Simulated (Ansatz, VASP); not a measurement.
C in VASP and in Ansatz

```
C
1.0
     0.00000    1.79572    1.79572
     1.78014    0.01558    1.78014
     1.78014    1.78014    0.01558
C
2
Cartesian
  1.7801 1.7957 1.7957
  2.6702 2.6936 2.6936
```

Change from the starting cell: strain +0.0175 x Voigt [0, 0, 0, 1, 0, 0], atoms carried along.

Alike in both runs: task single point; functional r2SCAN; k mesh 12 × 12 × 12; occupations gaussian, width 0.05 eV; no spin polarisation.

|  | VASP | Ansatz |
| --- | --- | --- |
| version | VASP 6.6.1 | Ansatz 0.2.0 |
| potentials or method | VASP PAW PBE potentials, release 64 (C) | scalar-relativistic, plane waves, PAW |
| plane-wave cutoff (eV) | 520 | 500 |
| valence electrons in the cell | 8 | 8 |

Ansatz gave:

- gap on the k mesh at the Fermi level (eV): 4.36
- least direct gap on the mesh (eV): 5.62
- pressure (GPa): 0.2
- largest component of the traceless stress (GPa): 10.30
- rms of the force components (eV/Å): 0.022

What did VASP give for the same quantities?

gap on the k mesh at the Fermi level (eV): 4.33; least direct gap on the mesh (eV): 5.58; pressure (GPa): 1.3; largest component of the traceless stress (GPa): 10.37; rms of the force components (eV/Å): 0.026.

Atom by atom the forces differ by 0.004 eV/Å (rms over components).

Caveats: the PAW data sets were made with another functional, which shifts forces and pressure a little (VASP).
